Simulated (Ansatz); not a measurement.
**A sublattice moved along a line in PtS₂**

Level of theory: Ansatz, DFT PBE, scalar-relativistic, plane waves, PAW. Settings: plane waves to 420 eV, k-mesh 12×12×8 (Γ-centred), Gaussian smearing 0.05 eV. Spin–orbit coupling is left out, which matters for the heavy elements here. No spin polarisation. Energies are free energies at this smearing, counted from the undisturbed cell; pressure is positive in compression.

The starting cell (as given, not relaxed at this level; it stands at 2.4 GPa):

```xyz
3
Lattice="3.5432 0.0000 0.0000 -1.7716 3.0685 0.0000 0.0000 0.0000 5.0388" Properties=species:S:1:pos:R:3 pbc="T T T"
Pt    0.0000    0.0000    0.0000
S     0.0000    2.0457    1.2597
S     1.7716    1.0228    3.7791
```

The cell holds layers and no dispersion correction was added, so their binding is poorly described.

Every S atom is moved by x along the Cartesian unit vector (0.707, -0.707, 0.000); the cell and all other atoms stay fixed.

```tsv
x (Å)	ΔE (meV/cell)	force along x on the moved atoms (eV/Å)	pressure (GPa)	gap on the mesh (eV)
-0.2000	326.0	3.29	5.2	0.43
-0.1000	80.9	1.62	3.1	0.57
0.0000	0.0	0.00	2.4	0.55
0.0500	20.2	-0.81	2.5	0.56
0.1250	126.6	-2.03	3.5	0.56
0.1500	182.7	-2.45	3.9	0.52
0.1750	249.1	-2.87	4.5	0.48
```

By symmetry 0.2000 repeats -0.2000, -0.1500 repeats 0.1500, 0.1000 repeats -0.1000, -0.0500 repeats 0.0500 in energy, with the opposite slope along the path.